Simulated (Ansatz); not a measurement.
# TiO: the cost of one run

Method: DFT r2SCAN, scalar-relativistic, plane waves, PAW, in Ansatz 0.2.0.

1 further run of the same task is left out (set aside as unsound or not needed).

## Step 1: The structure to begin with

It takes space group P6_3/mmc (No. 194, hexagonal). The conventional cell has a = 2.826 Å, b = 2.826 Å, c = 5.541 Å, α = 90.00°, β = 90.00°, γ = 120.00°. Around Ti (site symmetry -6m2) lie 6 O at 2.14 Å. O (site symmetry -3m) is surrounded by 6 Ti at 2.14 Å.

Structure file:

```cif
data_structure
_symmetry_space_group_name_H-M 'P 1'
_symmetry_Int_Tables_number 1
_cell_length_a 2.8263
_cell_length_b 2.8263
_cell_length_c 5.5411
_cell_angle_alpha 90.000
_cell_angle_beta 90.000
_cell_angle_gamma 120.000
_cell_volume 38.33
loop_
_atom_site_label
_atom_site_type_symbol
_atom_site_fract_x
_atom_site_fract_y
_atom_site_fract_z
_atom_site_occupancy
Ti1 Ti 0.33333 0.66667 0.25000 1
Ti2 Ti 0.66667 0.33333 0.75000 1
O1 O 0.00000 0.00000 0.00000 1
O2 O 0.00000 0.00000 0.50000 1
```

It goes back to an entry of the Materials Project, which need not be the stable form.

It is the result of an earlier relaxation at this level (volume 9.58 Å³/atom; gap on the mesh: none (metal)).

## Step 2: Bands, states and charges

input.yaml reads:

```yaml
crystal:
  lattice:
    - [2.8263326922, 0.0, 0.0]
    - [-1.4131663461, 2.447675911, 0.0]
    - [0.0, 0.0, 5.5411476709]
  atoms:
    - { symbol: Ti, position: [0.3333333333, 0.6666666667, 0.25] }
    - { symbol: Ti, position: [0.6666666667, 0.3333333333, 0.75] }
    - { symbol: O, position: [0.0, 0.0, 0.0] }
    - { symbol: O, position: [0.0, 0.0, 0.5] }
basis:
  ecutwfc: 500
kpoints:
  mp_grid: { grid: [18, 18, 8] }
  band_path:
    path:
      - [[0.0, 0.0, 0.0], [0.5, 0.0, 0.0], [0.33333333, 0.33333333, 0.0], [0.0, 0.0, 0.0], [0.0, 0.0, 0.5], [0.5, 0.0, 0.5], [0.33333333, 0.33333333, 0.5], [0.0, 0.0, 0.5]]
      - [[0.5, 0.0, 0.5], [0.5, 0.0, 0.0]]
      - [[0.33333333, 0.33333333, 0.5], [0.33333333, 0.33333333, 0.0]]
    npoints: 14
hamiltonian:
  xc: r2scan
scf:
  occupations: { method: gaussian, width: 0.1 }
  n_extra_bands: 10
output:
  forces: true
  stress: true
  eigenvalues: true
  populations: true
  dos: { projected: true, de: 0.02, nscf_kmesh: { grid: [27, 27, 12] } }
  bader: true
```

Started as:

```bash
$ ansatz run input.yaml --threads 1 --pin off --max-ram 2560MiB --backend cpu --events-out ev --progress --plain --runs-dir out
```

Q: Estimate wall time and peak memory on 1 thread of Arm Neoverse V1, shared host.

About 84 s, with a peak of 0.69 GiB.
